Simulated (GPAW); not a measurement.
A run of GPAW 26.7.0 is set up as follows.

File run.py:

```python
import numpy as np
from ase import Atoms
from ase.dft.bandgap import bandgap
from ase.io import write
from gpaw import GPAW, PW
from gpaw.response.df import DielectricFunction

atoms = Atoms(['Te', 'Sn'],
              cell=[[0.0, 3.15085, 3.15085],
                    [3.15085, 0.0, 3.15085],
                    [3.15085, 3.15085, 0.0]],
              scaled_positions=[[0.5, 0.5, 0.5],
                                [0.0, 0.0, 0.0]],
              pbc=True)

calc = GPAW(mode=PW(450),
            xc='PBE',
            kpts={'size': (6, 6, 6), 'gamma': True},
            occupations={'name': 'fermi-dirac', 'width': 0.001},
            nbands=19,
            convergence={'density': 1e-06},
            maxiter=150,
            txt='gpaw.txt')
atoms.calc = calc
energy = atoms.get_potential_energy()
calc.write('gs.gpw')
write('result.traj', atoms)
print(f'Energy: {energy:.6f} eV')
print('Fermi level:', round(calc.get_fermi_level(), 4), 'eV')
print(f'Gap: {bandgap(calc)[0]:.4f} eV, direct: {bandgap(calc, direct=True)[0]:.4f} eV')

for size in [(18, 18, 18)]:
    name = 'x'.join(str(n) for n in size)
    dense = calc.fixed_density(kpts={'size': size, 'gamma': True},
                               nbands=36, convergence={'bands': 30, 'eigenstates': 1e-7},
                               update_fermi_level=True, txt=f'dense-{name}.txt')
    dense.write(f'{name}.gpw', mode='all')
    df = DielectricFunction(f'{name}.gpw', frequencies=np.array([0.0]), hilbert=False, eta=0.001,
                            ecut=80, nbands=30, intraband=False, txt=f'df-{name}.txt')
    for xc in ['RPA']:
        for direction in ['x', 'y', 'z', [0, 1, 1], [1, 0, 1], [1, 1, 0]]:
            e0, e = df.get_macroscopic_dielectric_constant(xc=xc, direction=direction)
            print(f'{name} {xc} {direction}: {e0:.4f} without, {e:.4f} with local fields')
```

Potentials or basis: GPAW PAW data sets (gpaw-data 1.2.1), pw.

Command:

```console
$ OMP_NUM_THREADS=1 python run.py
```

Q: Estimate the electronic dielectric tensor (diagonal).

A: 75.69.

Q: Estimate the band gap on the k mesh.

A: 0.11 eV, direct.

Electronic dielectric tensor:
```
75.69  0.00  0.00
 0.00 75.69  0.00
 0.00  0.00 75.69
```

Caveat: the gap is small at this level, which inflates the dielectric constant; the long-wavelength limit can be off by a per cent or two; spin-orbit coupling is left out, which moves the levels of the heavy elements.

**Experimental background.**

A printed reference work, textbook reports, for a bulk crystal of SnTe at 300 K: band gap 0.18 eV (direct).

Against the measured gap of SnTe, 0.18 eV (direct; 300 K; a printed reference work, textbook), the calculated 0.11 eV is off by -0.07 eV. Spin-orbit coupling on Sn, Te is left out. The value is that of PBE on a finite k mesh, which can miss the band edges, without temperature or zero-point motion. Semilocal functionals fall short of measured gaps as a rule.
